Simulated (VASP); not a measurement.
A run of VASP 6.6.1 is set up as follows.

The input INCAR:

```
PREC = Accurate
ENCUT = 520
EDIFF = 1E-8
ISMEAR = -1
SIGMA = 0.01
LREAL = Auto
LASPH = T
NELM = 60
ALGO = Normal
ISIF = 2
LWAVE = F
LCHARG = F
GGA = PE
LEFG = T
NELECT = 200.0
NBANDS = 118
```

Contents of KPOINTS:

```
regular mesh
0
Gamma
  3 3 3
```

POSCAR

```
Pb8O15
1.0
    0.0000000000      5.1400000000      5.1400000000
    5.1400000000      0.0000000000      5.1400000000
    5.1400000000      5.1400000000      0.0000000000
Pb O
8 15
Direct
    0.0000000000      0.0000000000      0.0000000000
    0.0000000000      0.0000000000      0.5000000000
    0.0000000000      0.5000000000      0.0000000000
    0.0000000000      0.5000000000      0.5000000000
    0.5000000000      0.0000000000      0.0000000000
    0.5000000000      0.0000000000      0.5000000000
    0.5000000000      0.5000000000      0.0000000000
    0.5000000000      0.5000000000      0.5000000000
    0.1250000000      0.1250000000      0.6250000000
    0.1250000000      0.6250000000      0.1250000000
    0.1250000000      0.6250000000      0.6250000000
    0.6250000000      0.1250000000      0.1250000000
    0.6250000000      0.1250000000      0.6250000000
    0.6250000000      0.6250000000      0.1250000000
    0.6250000000      0.6250000000      0.6250000000
    0.3750000000      0.3750000000      0.3750000000
    0.3750000000      0.3750000000      0.8750000000
    0.3750000000      0.8750000000      0.3750000000
    0.3750000000      0.8750000000      0.8750000000
    0.8750000000      0.3750000000      0.3750000000
    0.8750000000      0.3750000000      0.8750000000
    0.8750000000      0.8750000000      0.3750000000
    0.8750000000      0.8750000000      0.8750000000
```

Potentials or basis: VASP PAW PBE potentials, release 64 (Pb_d, O).

Run with:

```bash
$ cat potpaw_PBE.64/Pb_d/POTCAR potpaw_PBE.64/O/POTCAR > POTCAR
$ mpirun -np 1 vasp_std > vasp.out
```

Predict the band gap on the k mesh.

none (metal or under the smearing width).

What does it give for the largest force?

1.920 eV/Å.

Forces on the atoms (eV/Å):
```
Pb  -1.108 -1.108 -1.108
Pb   1.108  1.108 -1.108
Pb   1.108 -1.108  1.108
Pb  -0.610  0.610  0.610
Pb  -1.108  1.108  1.108
Pb   0.610 -0.610  0.610
Pb   0.610  0.610 -0.610
Pb  -0.610 -0.610 -0.610
O    0.000  0.000 -0.030
O    0.000 -0.030  0.000
O    0.030  0.000  0.000
O   -0.030  0.000  0.000
O    0.000  0.030  0.000
O    0.000  0.000  0.030
O    0.000  0.000  0.000
O    0.000  0.000  0.000
O    0.000  0.000 -1.854
O    0.000 -1.854  0.000
O    1.854  0.000  0.000
O   -1.854  0.000  0.000
O    0.000  1.854  0.000
O    0.000  0.000  1.854
O    0.000  0.000  0.000
```

Caveat: the cell carries a net charge on a neutralising background, which shifts energy and pressure; the cell is charged against a uniform background, so pressure and absolute levels hang on convention. The run has no spin-orbit coupling, so splittings on Pb are missing.
